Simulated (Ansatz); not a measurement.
Here is the system:

InN (wurtzite)

Space group P6₃mc (No. 186); a = 3.581 Å, b = 3.581 Å, c = 5.788 Å, α = 90.00°, β = 90.00°, γ = 120.00°

```
atom  site  symmetry       x       y       z
----  ----  --------  ------  ------  ------
In      2b       3m.  0.3333  0.6667  0.0020
N       2b       3m.  0.6667  0.3333  0.1232
```

This relaxed cell (volume V₀) is scaled evenly in all directions, its shape held. The atoms relax within the cell's symmetry.

Calculation: PBE (plane waves to 420 eV, PAW, scalar-relativistic; Ansatz, a first-principles code). k mesh 11×11×6 (Γ-centred), Fermi-Dirac smearing 0.05 eV. E stands for the smeared free energy. Compression counts positive. With the shape held, the modulus is that of even scaling; a crystal free to change shape is softer. At this level the bands of InN touch or barely overlap; measurements give the solid a gap. InN was relaxed with its symmetry unable to fall. The zero of ΔE is the relaxed starting cell.

The scan covers V/V₀ from 0.840 to 1.160 in 13 points.

What is the fitted pressure derivative B₀′?

4.7.

What bulk modulus at fixed cell shape B₀ follows from a third-order Birch-Murnaghan fit?

121 GPa.

(A scan under strain: stresses follow from slopes of the energy per volume, elastic moduli from its curvatures.)
